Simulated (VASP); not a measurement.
Mo, 4 atoms in the cell. The cell holds a slab with vacuum, 4 atoms: a = 3.114 Å, b = 3.114 Å, c = 25.576 Å, α = 90.00°, β = 90.00°, γ = 90.00°. The cell was built by a generator and needn't be a form met in nature.

* Program: VASP 6.6.1
* Task: relaxation of the atoms
* Functional: r2SCAN
* Dispersion: rVV10
* Potentials or basis: VASP PAW PBE potentials, release 64 (Mo_sv)
* Cutoff: 520 eV
* k mesh: 12 × 12 × 1
* Occupations: methfessel-paxton, width 0.1 eV
* Spin: no spin polarisation
* Dipole correction: yes
* Further INCAR settings: ALGO = Normal; EDIFF = 1e-06; IBRION = 2; EDIFFG = -0.02; NSW = 90

Potentials or basis: VASP PAW PBE potentials, release 64 (Mo_sv).

Command:

```sh
$ cat potpaw_PBE.64/Mo_sv/POTCAR > POTCAR
$ mpirun -np 2 vasp_std > vasp.out
```

Hardware: 2 MPI ranks on Intel(R) Xeon(R) Platinum 8488C (Sapphire Rapids) (shared host).

How long does it take, and how much memory?

Wall time 2.5 h on 2 MPI ranks on Intel(R) Xeon(R) Platinum 8488C (Sapphire Rapids), with other jobs on the host, peak memory 0.87 GiB a rank. Counts: scf iterations 293, k points 28, ion steps 8.
